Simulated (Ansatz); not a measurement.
Consider a crystal of ZnS in space group Pm-3n (No. 223), with Zn on 6d; S on 6c. A trial structure of ZnS was built thus: 4-connected net, two elements alternating.

The calculation used DFT PBE, scalar-relativistic, plane waves, PAW (Ansatz 0.2.0). Cutoff 420 eV, Γ-centred mesh, Gaussian smearing, no spin polarisation.

Energies over the elements count from the elements' standard structures at the same level, with no fitted energy shifts.

Problem. Give the relaxed lattice parameters and positions.

Solution.

Space group Pm-3n (No. 223). a = 6.700 Å, b = 6.700 Å, c = 6.700 Å, α = 90.00°, β = 90.00°, γ = 90.00°
```tsv
atom	site	symmetry	x	y	z
Zn	6d	-4m.2	0.5000	0.0000	0.7500
S	6c	-4m.2	0.0000	0.5000	0.7500
```

Zn has 4 S at 2.37 Å; S has 4 Zn at 2.37 Å.

Problem. And its energy and gap?

Solution. The formation energy is −0.717 eV/atom. The gap on the 4×4×4 mesh of the 12-atom cell is 1.99 eV. A negative formation energy is needed for stability but isn't enough: competing phases decide.

The last run used Gaussian smearing of 0.02 eV. Kohn–Sham gaps at this level usually fall short of measured ones. The reference form of S is held partly by dispersion forces, which this level lacks. A later test with randomly moved atoms came back to the same energy, though modes that don't fit the test's cell weren't probed.
